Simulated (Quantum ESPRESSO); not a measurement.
## ZrC under changes of volume

One of the cells (13.174 Å³/atom); the others are scaled copies at fixed shape and fractional positions:

```
CELL_PARAMETERS angstrom
3.39148 0.00000 0.00000
-1.69574 2.93710 0.00000
0.00000 0.00000 5.29005
ATOMIC_POSITIONS crystal
Zr 0.66667 0.33333 0.75000
Zr 0.33333 0.66667 0.25000
C 0.00000 0.00000 0.50000
C 0.00000 0.00000 0.00000
```

The cell comes from a database or a generator and needn't be the stable form of this composition.

| Quantity | Value |
| --- | --- |
| Program | Quantum ESPRESSO 7.5 |
| Functional | PBE |
| Potentials or basis | SSSP 1.3 efficiency PBE |
| Cutoff | 748 eV |
| Density cutoff | 5987 eV |
| k mesh | 9 × 9 × 5 |
| Occupations | fermi-dirac, width 0.05 eV |
| Spin | no spin polarisation |

| volume (Å³/atom) | energy over the lowest point (meV/atom) | pressure (GPa) |
| --- | --- | --- |
| 12.383 | 23.35 | 12.4 |
| 12.647 | ? | ? |
| 12.910 | 0.00 | 2.0 |
| 13.174 | 0.21 | -2.4 |
| 13.437 | 7.33 | -6.4 |
| 13.701 | 20.66 | -9.9 |
| 13.964 | 39.60 | -13.2 |

Problem. What does the run at 12.647 Å³/atom give?

Solution. Energy over the lowest point 7.44 meV/atom; pressure 6.9 GPa.

Worked out: A Birch-Murnaghan fit of order 3 (a polynomial in V^(-2/3)) to the other rows has its minimum at 13.03 Å³/atom with B0 = V·E''(V) = 219 GPa and B' = 4.1 at fixed shape and positions, which overstates the stiffness. It gives 7.42 meV/atom at 12.647 Å³/atom, against the run's 7.44, and -dE/dV = 7.0 GPa, against 6.9.

Energies are extrapolated to zero smearing.
